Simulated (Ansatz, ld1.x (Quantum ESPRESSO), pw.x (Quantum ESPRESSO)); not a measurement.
## From atom to crystal: TM potential for Zr

* Element: Zr
* Generator: ld1.x (Quantum ESPRESSO) 7.5
* Type: norm-conserving Troullier–Martins (Kleinman–Bylander form)
* Functional: PBE
* Relativity: scalar-relativistic
* Frozen core: [Kr]
* Valence charge: 4
* Reference configuration: 4d2 5s1.75 5p0.25
* Partial waves: 5s (bound): rc 3.35 bohr; 5p (bound): rc 4.20 bohr; 4d (bound): rc 1.85 bohr
* Local potential: all-electron potential smoothed inside 3.55 bohr (lloc = -2)
* Core correction: none

Crystal test: bcc Zr in pw.x 7.5, no spin, 13³ k-points, Fermi–Dirac smearing 0.01 Ry, cutoffs 50/200 Ry. The reference is all-electron LAPW (Ansatz 0.2.0) with the same functional, mesh and smearing; V0 and B0 come from Birch–Murnaghan fits to the pressures at five volumes. Errors are pseudo minus all-electron; Δ is the rms difference of the E(V) curves that follow from these fits, minima aligned, over ±6 % about the mean V0. Mesh and smearing are coarse, so the numbers serve the comparison and aren't converged zero-temperature values; the lattice is a test structure that the element need not adopt.

All-electron: a0 = 3.582 Å (V0 = 22.98 Å³/atom), B0 = 86.4 GPa.

**Question.** How far does the potential miss the all-electron equation of state?

**Answer.** mean pressure error (GPa): +6.57. The pressure does not cross zero within the volumes sampled, so no fit is given. The largest radius (4.20 bohr) exceeds half the bond length (2.93 bohr), so the spheres overlap, which is one possible source of error among others. This is a poor potential for the solid.

```json
{"V (Å³/atom)": "21.920", "P all-electron (GPa)": "4.41", "P pseudo (GPa)": "11.93"}
{"V (Å³/atom)": "22.497", "P all-electron (GPa)": "1.91", "P pseudo (GPa)": "8.91"}
{"V (Å³/atom)": "23.074", "P all-electron (GPa)": "-0.34", "P pseudo (GPa)": "6.20"}
{"V (Å³/atom)": "23.651", "P all-electron (GPa)": "-2.37", "P pseudo (GPa)": "3.74"}
{"V (Å³/atom)": "24.228", "P all-electron (GPa)": "-4.19", "P pseudo (GPa)": "1.52"}
```

**Question.** At the middle volume, how do free energy and pressure move when the wave cutoff is lowered (ecutrho kept at four times it)?

**Answer.**

```csv
cutoff (Ry),shift of F (meV/atom),shift of P (GPa)
22,+575.9,-12.04
30,+77.0,-2.74
40,+2.3,-0.19
```

The run at the middle volume (84 k-points, 6 iterations) took about 7.6 s on one core of a shared host (Neoverse-V1, 32 threads, 247 GiB, load 41).
